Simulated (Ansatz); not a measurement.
## Sc (P6_3/mmc), one atom moved over a plane

Theory: Ansatz, DFT PBE, scalar-relativistic, plane waves, PAW. Settings: plane waves to 420 eV, k-mesh 18×18×10 (Γ-centred), Gaussian smearing 0.15 eV. No spin polarisation. Energies are free energies at this smearing, counted from the undisturbed cell; pressure is positive in compression.

Zero of the scan (as given, not relaxed at this level; it stands at -0.6 GPa):

```
CELL_PARAMETERS angstrom
3.30880 0.00000 0.00000
-1.65440 2.86550 0.00000
0.00000 0.00000 5.26800
ATOMIC_POSITIONS crystal
Sc 0.33333 0.66667 0.25000
Sc 0.66667 0.33333 0.75000
```

Atom 1 (Sc) is moved by p along (1.000, 0.000, 0.000) and q along (0.000, 1.000, 0.000) (Å), all else fixed. Points are written (p, q).

p was sampled at -0.450, -0.225, 0.000, 0.225, 0.450 and q at -0.450, -0.225, 0.000, 0.225, 0.450.

Where on the computed points is the energy highest, and how high?

At (-0.450, -0.450), (0.450, -0.450): 0.27 eV/cell.

Away from (0, 0), which computed point is lowest?

(0.000, -0.225): 0.03 eV/cell.

The map, in eV/cell:

| p \ q | -0.450 | -0.225 | 0.000 | 0.225 | 0.450 |
| --- | --- | --- | --- | --- | --- |
| -0.450 | 0.27 | 0.18 | 0.13 | 0.14 | 0.21 |
| -0.225 | 0.16 | 0.07 | 0.03 | 0.06 | 0.16 |
| 0.000 | 0.11 | 0.03 | 0.00 | 0.04 | 0.15 |
| 0.225 | 0.16 | 0.07 | 0.03 | 0.06 | 0.16 |
| 0.450 | 0.27 | 0.18 | 0.13 | 0.14 | 0.21 |